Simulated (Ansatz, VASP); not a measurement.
**PtS2: VASP beside Ansatz**

Contents of INCAR:

```
ALGO = Normal
EDIFF = 1E-6
EDIFFG = -0.01
ENCUT = 600
GGA = CA
IBRION = 2
ISIF = 3
ISMEAR = -1
LASPH = T
LCHARG = F
LREAL = F
LWAVE = F
NELM = 60
NSW = 60
PREC = Accurate
SIGMA = 0.05
```

KPOINTS

```
k-points
0
Gamma
  9 9 5
```

POSCAR

```
PtS2
1.0
    3.5432000000      0.0000000000      0.0000000000
   -1.7716000000      3.0685012107      0.0000000000
    0.0000000000      0.0000000000      5.0388000000
Pt S
1 2
Direct
    0.0000000000      0.0000000000      0.0000000000
    0.6666666667      0.3333333333      0.7730000000
    0.3333333333      0.6666666667      0.2270000000
```

File input.yaml:

```yaml
crystal:
  lattice:
    - [3.5432, 0.0, 0.0]
    - [-1.7716, 3.0685012107, 0.0]
    - [0.0, 0.0, 5.0388]
  atoms:
    - { symbol: Pt, position: [0.0, 0.0, 0.0] }
    - { symbol: S, position: [0.6666666667, 0.3333333333, 0.773] }
    - { symbol: S, position: [0.3333333333, 0.6666666667, 0.227] }
hamiltonian:
  xc: lda
  pseudopotentials: { kind: paw }
kpoints:
  mp_grid: { grid: [9, 9, 5] }
scf:
  occupations: { method: fermi_dirac, width: 0.05 }
output:
  forces: true
  stress: true
  eigenvalues: true
relax:
  f_tol: 0.01
  max_steps: 40
  cell: { stress_tol: 0.05 }
```

Alike in both runs: task relaxation of cell and atoms; functional LDA; k mesh 9 × 9 × 5; occupations fermi-dirac, width 0.05 eV; no spin polarisation.

|  | VASP | Ansatz |
| --- | --- | --- |
| version | VASP 6.6.1 | Ansatz 0.2.0 |
| potentials or method | VASP PAW LDA potentials, release 64 (Pt, S) | Ansatz PAW |
| plane-wave cutoff (eV) | 600 | 420 |
| valence electrons in the cell | 22 | 30 |

Ansatz gave:

```
gap on the k mesh at the Fermi level, each at its own relaxed structure (eV) : none
relaxed volume (Å³/atom)                                                     : 16.60
relaxed cell length with the largest relative difference (Å)                 : 4.534
energy change over the relaxation (meV/atom)                                 : -31
```

Q: What did VASP give for the same quantities?

A: gap on the k mesh at the Fermi level, each at its own relaxed structure (eV): none; relaxed volume (Å³/atom): 16.65; relaxed cell length with the largest relative difference (Å): 4.549; energy change over the relaxation (meV/atom): -31.

A gap of «none» marks a metal or a gap that the smearing closes. The two sets of potentials don't hold the same shells in valence.

Caveats: the plane-wave basis is chosen anew once the cell has moved, so the energies of steps on either side of that aren't comparable (Ansatz); the PAW data sets come from PBE, with cores solved anew for the run's functional, which leaves a small shift of forces and pressure (Ansatz). Spin-orbit coupling is left out, which matters for the levels of Pt. LDA usually gives volumes a few per cent too small. Zero-point motion and thermal expansion aren't in these numbers.
